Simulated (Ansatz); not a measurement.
How far is PAW off for SnSe?

```
Sn Se
1.0
     0.00000    3.38892    3.38892
     3.38892    0.00000    3.38892
     3.38892    3.38892    0.00000
Sn Se
1 1
Direct
  0.00000 0.00000 0.00000
  0.25000 0.25000 0.25000
```

Atoms are numbered in the order listed.

The cell was built from the zincblende type and relaxed in the same program, and has space group F-43m; it needn't be a known or the stable phase.

No spin–orbit coupling, which matters for the heavy atoms here.

Methods: DFT, PBE, PAW with Ansatz's default frozen-core files, scalar-relativistic (Ansatz 0.2.0); DFT, PBE, all-electron PAW with datasets made for the crystal, scalar-relativistic (Ansatz 0.2.0); DFT, PBE, all-electron LAPW, scalar-relativistic (Ansatz 0.2.0).

For PAW: a Γ-centred 12×12×12 k mesh, Fermi–Dirac smearing of 0.05 eV, cutoff 420 eV, no spin polarisation. The crystal-made all-electron datasets (AE datasets) take a cutoff of 240 eV at this cell. LAPW targets a basis error of 1 meV/atom. The Ansatz runs share mesh, smearing and spin set-up. Plane-wave (PAW) pressures include the program's estimate of the Pulay term.

Stress and pressure are positive in compression.

Levels count from the top of the valence band.

```tsv
quantity	PAW	AE datasets	LAPW
pressure (GPa)	0.01	0.01	0.01
band gap (eV)	0.052	0.052	0.053
highest filled level at K (eV)	-0.507	-0.507	-0.507
lowest empty level at K (eV)	1.188	1.188	1.188
highest filled level at Γ (eV)	-2.239	-2.239	-2.239
lowest empty level at Γ (eV)	1.472	1.472	1.472
highest filled level at W (eV)	0.000	0.000	0.000
lowest empty level at W (eV)	1.567	1.568	1.568
```
